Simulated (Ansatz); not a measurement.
# TiO2 monolayer (2H): following an unstable mode

Which phase does TiO2 monolayer (2H) fall into along its unstable mode, and how much energy does it gain?

Method: DFT PBE, scalar-relativistic, plane waves, PAW, in Ansatz 0.2.0.

Report form: the programs' logs are mostly left out.

**1. Starting point**

The cell holds 3 atoms: 1 Ti and 2 O. Its edges and angles: a = 2.882 Å, b = 2.882 Å, c = 28.700 Å, α = 90.0°, β = 90.0°, γ = 120.0°. Vacuum lies along c.

**2. Response at finite wavevector**

The cell comes from relaxations at this level that are not shown. Stability and thermal properties need the whole zone. Linear response on a 6×6×1 q mesh gives force constants as far as a supercell of that size would, and the tensors from the zone-centre run are typed in so that the long-range dipole term is interpolated apart.

input.yaml

```yaml
crystal:
  lattice:
    - [2.8820051933, 0.0, 0.0]
    - [-1.4410025967, 2.4958897113, 0.0]
    - [0.0, 0.0, 28.7]
  atoms:
    - { symbol: Ti, position: [0.3333333333, 0.6666666667, 0.3484320557] }
    - { symbol: O, position: [0.6666666667, 0.3333333333, 0.3876845417] }
    - { symbol: O, position: [0.6666666667, 0.3333333333, 0.3091795698] }
  periodic: [true, true, false]
kpoints:
  mp_grid: { grid: [12, 12, 1] }
hamiltonian:
  xc: pbe
scf:
  occupations: { method: fixed }
output:
  eigenvalues: true
phonons:
  method: dfpt
  qmesh: [6, 6, 1]
  temperatures: { t_max: 1000, t_step: 50 }
  qpath:
    path:
      - [0.0, 0.0, 0.0]
      - [0.5, 0.0, 0.0]
      - [0.33333333, 0.33333333, 0.0]
      - [0.0, 0.0, 0.0]
    npoints: 10
  isolated: true
  non_analytic_term:
    high_frequency_dielectric_tensor: [[1.9722, 0.0, 0.0], [0.0, 1.9722, 0.0], [0.0, 0.0, 1.1176]]
    born_effective_charges:
      - { species: Ti, tensor: [[4.9124, 0.0, 0.0], [0.0, 4.9124, 0.0], [0.0, 0.0, 0.6271]] }
      - { species: O, tensor: [[-2.4562, 0.0, 0.0], [0.0, -2.4562, 0.0], [0.0, 0.0, -0.3136]] }
      - { species: O, tensor: [[-2.4562, 0.0, 0.0], [0.0, -2.4562, 0.0], [0.0, 0.0, -0.3136]] }
    source: "zone-centre run at this cell"
```

Command:

```bash
ansatz run input.yaml --threads 8 --pin off --max-ram 14336MiB --backend cpu --events-out ev --progress --plain --runs-dir out
```

Wall time 3.5 min (8 threads of Arm Neoverse V1, shared host); peak memory 1.5 GiB.

This step gave:

| Quantity | Value |
| --- | --- |
| gap on the k-mesh | 1.217 eV |
| sum-rule residual before enforcement | 8.97e-5 eV/Å² |
| lowest frequency on the path | -300.6 cm⁻¹ |
| point group | -6m2 |
| highest frequency on the path or at a solved wavevector | 717.8 cm⁻¹ |
| area per atom | 2.398 Å² |
| highest optical mode at the zone centre (no LO-TO term) | 717.8 cm⁻¹ |
| lowest optical zone-centre mode | -300.6 cm⁻¹ |
| lowest mode on the q mesh (acoustic modes at Γ apart) | -300.6 cm⁻¹ |

Frequencies (cm⁻¹) solved at each irreducible wavevector; negative means imaginary. Frequencies by wavevector, by row:

```
q in reciprocal lattice units  star  mode 1  mode 2  mode 3  mode 4  mode 5  mode 6  mode 7  mode 8  mode 9
                        0 0 0     1  -300.6  -300.6       0       0       0   404.5   404.5   602.9   717.8
                   0 0.1667 0     6  -246.8    -245    65.1   111.5   214.1   389.1   540.9   627.2   714.3
                   0 0.3333 0     6  -233.9    26.6   204.9   242.2   356.9   397.8   459.3   604.1   711.8
                     0 -0.5 0     3  -259.7   178.9   249.7   315.3   335.2   423.5   514.5   544.4     710
              0.1667 0.1667 0     6  -233.2  -108.8   200.1   221.5   321.5   377.8   478.3   614.9   711.3
              0.1667 0.3333 0    12  -271.7   185.9   299.9   310.4   354.6   427.4   457.5   562.8   707.1
              0.3333 0.3333 0     2  -296.3   230.2   334.7   336.8   414.6   443.4     447     512   702.8
```

Interpolated from a 6×6×1 q mesh, with the LO-TO term (at Γ the limit along the path; where Γ stands inside the path, tables give the limit on arrival). Phonon branches along the path, in cm⁻¹:

```
  point  branch 1  branch 2  branch 3  branch 4  branch 5  branch 6  branch 7  branch 8  branch 9
      Γ      -301      -301         0         0         0       404       404       603       718
halfway      -224      -171       151       161       311       374       497       626       713
      M      -260       179       250       315       335       424       514       544       710
halfway      -279       204       311       324       356       420       497       532       706
      K      -296       230       335       337       415       443       447       512       703
halfway      -233      -109       200       222       322       378       478       615       711
      Γ      -301      -301         0         0         0       404       404       603       718
```

Symmetry leaves 7 wavevectors to solve. The lowest mode among them, the acoustic zeros apart, lies at Γ and is imaginary, 300.6i cm⁻¹, so the energy falls along it.

**3. The mode frozen in, largest atomic shift 0 Å**

The mode followed lies at q = (0.333, 0.333, 0) with frequency 296.3i cm⁻¹, one of the unstable modes though not the softest. At small amplitude the distorted cell has space group no. 150 by a symmetry search on the positions. The undistorted cell that holds it gives the zero of energy on the same k mesh.

System of this step: TiO2 monolayer (2H). The cell holds 9 atoms: 3 Ti and 6 O. Its edges and angles: a = 4.992 Å, b = 4.992 Å, c = 28.700 Å, α = 90.0°, β = 90.0°, γ = 60.0°. It derives from TiO2. Vacuum lies along c.

input.yaml

```yaml
crystal:
  lattice:
    - [-4.32300779, -2.4958897113, 0.0]
    - [-4.32300779, 2.4958897113, 0.0]
    - [0.0, 0.0, -28.7]
  atoms:
    - { symbol: Ti, position: [0.3333333333, 0.0, 0.6515679443] }
    - { symbol: Ti, position: [0.0, 0.6666666667, 0.6515679443] }
    - { symbol: Ti, position: [0.6666666667, 0.3333333333, 0.6515679443] }
    - { symbol: O, position: [0.3333333333, 0.6666666667, 0.6123154583] }
    - { symbol: O, position: [0.0, 0.3333333333, 0.6123154583] }
    - { symbol: O, position: [0.6666666667, 1.0, 0.6123154583] }
    - { symbol: O, position: [0.3333333333, 0.6666666667, 0.6908204302] }
    - { symbol: O, position: [0.0, 0.3333333333, 0.6908204302] }
    - { symbol: O, position: [0.6666666667, 1.0, 0.6908204302] }
  periodic: [true, true, false]
kpoints:
  mp_grid: { grid: [6, 6, 1] }
hamiltonian:
  xc: pbe
scf:
  occupations: { method: gaussian, width: 0.02 }
output:
  forces: true
  stress: true
  eigenvalues: true
```

Wall time 2.8 s (8 threads); peak memory 1.2 GiB.

This step gave:

```yaml
gap_on_the_k_mesh: 1.239 eV
energy_from_the_undistorted_cell: 0 meV/atom
```

**4. The mode frozen in, largest atomic shift 0.22 Å**

The atoms are moved along the unstable eigenvector, the largest shift by 0.22 Å, with the cell fixed.

input.yaml

```yaml
crystal:
  lattice:
    - [-4.32300779, -2.4958897113, 0.0]
    - [-4.32300779, 2.4958897113, 0.0]
    - [0.0, 0.0, -28.7]
  atoms:
    - { symbol: Ti, position: [0.3333333333, 0.0, 0.6515679443] }
    - { symbol: Ti, position: [0.0, 0.6666666667, 0.6592334495] }
    - { symbol: Ti, position: [0.6666666667, 0.3333333333, 0.643902439] }
    - { symbol: O, position: [0.3488434613, 0.6589116027, 0.6123154583] }
    - { symbol: O, position: [-0.0077547826, 0.3255780982, 0.6123154955] }
    - { symbol: O, position: [0.658911884, 1.0155100178, 0.6123154212] }
    - { symbol: O, position: [0.3178232054, 0.6744217306, 0.6908204302] }
    - { symbol: O, position: [0.0077547826, 0.3410885685, 0.6908204673] }
    - { symbol: O, position: [0.6744214493, 0.9844899822, 0.6908203931] }
  periodic: [true, true, false]
kpoints:
  mp_grid: { grid: [6, 6, 1] }
hamiltonian:
  xc: pbe
scf:
  occupations: { method: gaussian, width: 0.02 }
output:
  forces: true
  stress: true
  eigenvalues: true
```

Elapsed: 3 s, on 8 threads; peak memory 1.2 GiB.

This step gave:

| Item | Value |
| --- | --- |
| gap on the k-mesh | 1.753 eV |
| energy from the undistorted cell | -35.17 meV/atom |

The energy, extrapolated to zero smearing, is -35.17 meV/atom against the undistorted cell.

**5. Energy along the mode, all amplitudes (two of the runs are shown above)**

An imaginary frequency means negative curvature, so the energy should fall and then rise again as anharmonic terms take over.

Numbers from this step:

| Property | Result |
| --- | --- |
| depth at the lowest point sampled | 35.17 meV/atom |
| largest atomic shift at that point | 0.22 Å |

Table of energy from the parent by largest atomic shift:

```
largest atomic shift (Å)  energy from the parent (meV/atom)
                   0.000                                  0
                   0.040                              -2.90
                   0.080                              -10.5
                   0.140                              -25.0
                   0.220                              -35.2
                   0.320                              -6.91
                   0.450                                139
```

Displacement at unit largest shift by atom:

```
atom  x (Å)  y (Å)  z (Å)  size
 Ti1   0.00   0.00   0.00  0.00
 Ti2   0.00   0.00  -1.00  1.00
 Ti3   0.00   0.00   1.00  1.00
  O4  -0.15  -0.26   0.00  0.30
  O5   0.30   0.00   0.00  0.30
  O6  -0.15   0.26   0.00  0.30
  O7   0.15   0.26   0.00  0.30
  O8  -0.30   0.00   0.00  0.30
  O9   0.15  -0.26   0.00  0.30
```

The lowest of the steps tried is at 0.22 Å, 35.2 meV/atom below the parent; the bottom of the well need not coincide with a step.

**6. Relaxation from the frozen mode**

Starting from the lowest point found, all atoms and the cell are let go, so that strain and other modes of the same symmetry can join in.

Changes to input.yaml since step 4:

```diff
@@ -21,3 +21,3 @@
 scf:
-  occupations: { method: gaussian, width: 0.02 }
+  occupations: { method: fixed }
 output:
@@ -26 +26,6 @@
   eigenvalues: true
+relax:
+  adjacent_minimum: "off"
+  f_tol: 0.002
+  max_steps: 120
+  cell: { stress_2d_tol: 0.005 }
```

Wall time 40 s (8 threads); peak memory 1.3 GiB.

The steps of the relaxation:

```
step  energy less that of the first step (eV)  largest force component (eV/Å)  volume (Å³)
   1                                   0.0000                          0.7138       619.33
   2                                  -0.1931                          0.4555       624.23
   3                                  -0.2482                          0.1415       621.58
   4                                  -0.2562                          0.0357       622.89
   5                                  -0.2559                          0.0467       623.82
   6                                  -0.2552                          0.0094       625.55
   7                                  -0.2557                          0.0031       624.92
   8                                  -0.2557                          0.0002       624.97
  9*                                  -0.2600                          0.0002       624.97
  10                                  -0.2598                          0.0001       625.26
 11*                                  -0.2600                          0.0001       625.26
```

Relaxation steps marked * repeat the geometry before them on a plane-wave basis chosen anew for their cell, so energy and pressure can jump there.

The run keeps the 6 symmetry operations that it works with, so distortions that break them were not tested.

```
cell as run  before  after  change
      a (Å)   4.992  5.016  +0.5 %
      b (Å)   4.992  5.016  +0.5 %
```

The atoms that moved most (Å, along periodic axes as changes of fractional coordinates times the final cell, across vacuum about the mean position):

```
atom      dx      dy      dz  length
 Ti3   0.000   0.000   0.161   0.161
 Ti2   0.000   0.000  -0.161   0.161
  O4   0.005   0.077   0.015   0.079
  O7  -0.064  -0.043  -0.015   0.079
  O6   0.064  -0.043   0.015   0.079
  O8   0.069  -0.034  -0.015   0.079
  O5  -0.069  -0.034   0.015   0.079
  O9  -0.005   0.077  -0.015   0.079
```

Final coordinates:

```cif
data_structure
_symmetry_space_group_name_H-M 'P 1'
_symmetry_Int_Tables_number 1
_cell_length_a 5.0156
_cell_length_b 5.0156
_cell_length_c 28.7000
_cell_angle_alpha 90.000
_cell_angle_beta 90.000
_cell_angle_gamma 60.000
_cell_volume 625.26
loop_
_atom_site_label
_atom_site_type_symbol
_atom_site_fract_x
_atom_site_fract_y
_atom_site_fract_z
_atom_site_occupancy
Ti1 Ti 0.33333 0.00000 0.65157 1
Ti2 Ti 0.00000 0.66667 0.66484 1
Ti3 Ti 0.66667 0.33333 0.63829 1
O4 O 0.33294 0.67374 0.61179 1
O5 O 0.00707 0.32665 0.61179 1
O6 O 0.65998 0.99961 0.61179 1
O7 O 0.33372 0.67335 0.69135 1
O8 O 0.00668 0.32626 0.69135 1
O9 O 0.65959 0.00039 0.69135 1
```

This step gave:

| Property | Result |
| --- | --- |
| gap on the k-mesh | 1.946 eV |
| area per atom | 2.421 Å² |

The distorted start has space group P321; the relaxation ends in P321.

**7. The new phase in its own primitive cell**

The relaxed structure is symmetrised, reduced to its primitive cell and relaxed tightly, as its phonons need.

input.yaml

```yaml
crystal:
  lattice:
    - [-4.3436522543, -2.5078087983, 0.0]
    - [-4.3436522543, 2.5078087983, 0.0]
    - [0.0, 0.0, -28.7]
  atoms:
    - { symbol: Ti, position: [0.3333333333, 0.0, 0.6515679443] }
    - { symbol: Ti, position: [0.0, 0.6666666667, 0.6648411074] }
    - { symbol: Ti, position: [0.6666666667, 0.3333333333, 0.6382947811] }
    - { symbol: O, position: [0.3329446494, 0.6737392855, 0.6117864316] }
    - { symbol: O, position: [0.0070726189, 0.3266493984, 0.6117864316] }
    - { symbol: O, position: [0.6599827317, 0.999611316, 0.6117864316] }
    - { symbol: O, position: [0.3337220173, 0.6733506016, 0.691349457] }
    - { symbol: O, position: [0.0066839349, 0.3262607145, 0.691349457] }
    - { symbol: O, position: [0.6595940478, 1.000388684, 0.691349457] }
  periodic: [true, true, false]
kpoints:
  mp_grid: { grid: [6, 6, 1] }
hamiltonian:
  xc: pbe
scf:
  occupations: { method: fixed }
output:
  forces: true
  stress: true
  eigenvalues: true
relax:
  adjacent_minimum: "off"
  f_tol: 0.001
  max_steps: 60
  cell: { stress_2d_tol: 0.002 }
```

It took 12 s on 8 threads; peak memory 1.3 GiB; 90 s of CPU time.

Little changed from the start: no atom moved by 0.005 Å and no cell edge by 0.1 %.

Numbers from this step:

```
gap on the k-mesh  : 1.945 eV
direct gap on mesh : 2.003 eV
```

The largest force component left is 0.47 meV/Å, within the tolerances set.

**8. The phases reached**

The phases reached along the modes that were followed are set side by side.

Energies are those of the first relaxation, on the mesh of the frozen mode; space group, volume and gap are those of the last relaxation. Phases, by row:

```
                  mode frozen in  space group  energy from parent (meV/atom)  volume (Å³/atom)  gap on mesh (eV)  lowest zone-centre optical mode (cm⁻¹)  largest shift (Å)
                          parent        P-6m2                              0             68.81             1.217                                       –                  –
        q = (0, 0, 0), 301i cm⁻¹        P-3m1                         -453.9             74.04             2.753                                     113              1.162
        q = (0, 0, 0), 301i cm⁻¹        P-4m2                         -382.5             97.36              3.51                                   246.7              1.155
        q = (0, 0, 0), 301i cm⁻¹        P-3m1                         -453.9             74.04             2.753                                     113              1.162
q = (0.333, 0.333, 0), 296i cm⁻¹         P321                         -64.06             69.47             1.945                                       –              0.381
```

**9. Outcome**

```json
{
 "unstable mode of the parent": "q = (0.333, 0.333, 0), 296i cm⁻¹",
 "depth at the lowest point sampled": "35.2 meV/atom",
 "largest atomic shift at that point": "0.22 Å",
 "space group reached (within 0.01 Å)": "P321",
 "energy gained over the parent (first relaxation, on the mesh of the frozen mode)": "64.1 meV/atom",
 "area per atom, phase reached": "2.42 Å²",
 "gap on the k-mesh, phase reached": "1.95 eV"
}
```

What this shows: Along this mode the structure falls into P321, 64.1 meV/atom below the parent. At the parent's cell the well is 35.17 meV/atom deep on the steps tried, with its lowest point at a shift of 0.22 Å. Relaxing atoms and cell changes the gain by +28.89 meV/atom against the lowest step (energies at zero smearing). The modes of the phase reached were not computed on this path. Of the 4 patterns followed to their end from this parent, this one ends 390 meV/atom above the lowest, P-3m1. Each path keeps the symmetry of its pattern, so a lower phase may lie along a pattern not tried. In a sheet or slab the interpolated bending branch near Γ is rough, since the rotational sum rule isn't imposed. The starting cell was built on a prototype and not taken from a measurement.

[Logs are printed without paths, hosts, clocks, repeated set-up lines and the standing remarks that a program may print on its own settings, such as how far it seeks lower states.]

[Hosts, paths, dates, database ids (printed as entryN), source tags and the programs' standing remarks are cut or masked in the printed files.]
